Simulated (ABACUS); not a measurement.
Se:

```xyz
3
Lattice="4.3662 0.0000 0.0000 -2.1831 3.7812 0.0000 0.0000 0.0000 4.9536" Properties=species:S:1:pos:R:3 pbc="T T T"
Se    1.6910    2.9289    0.0000
Se   -0.4921    0.8523    3.3024
Se    0.9841    0.0000    1.6512
```

Base run:

```yaml
Program: ABACUS 3.10.1
Functional: PBE
Potentials_or_basis: PseudoDojo NC SR 0.4.1 PBE standard
Cutoff: 1361 eV
Density_cutoff: 5442 eV
Basis: TZDP LCAO (the cutoffs set its grid)
k_mesh: 7 × 7 × 6
Occupations: fermi-dirac, width 0.05 eV
Spin: no spin polarisation
```

Its results: band gap on the k mesh 1.19 eV, indirect (least direct gap 1.45 eV); pressure 3.5 GPa; largest force 0.676 eV/Å.

Problem. The run is repeated on the same cell with these changes: basis from TZDP LCAO (the cutoffs set its grid) to DZP LCAO (the cutoffs set its grid); orbital files from Se Se_confined-atom_7au_3s3p3d1f.orb to Se Se_confined-atom_7au_2s2p2d.orb. What comes out?

Solution. Band gap on the k mesh 1.17 eV, indirect (least direct gap 1.40 eV); pressure 4.6 GPa; largest force 0.996 eV/Å.

Caveats: the atomic orbitals were generated for these runs and aren't a published set; an odd mesh through Γ misses points on the zone boundary, where band edges often lie; the basis of atomic orbitals isn't converged, which shifts pressures, moduli and gaps.
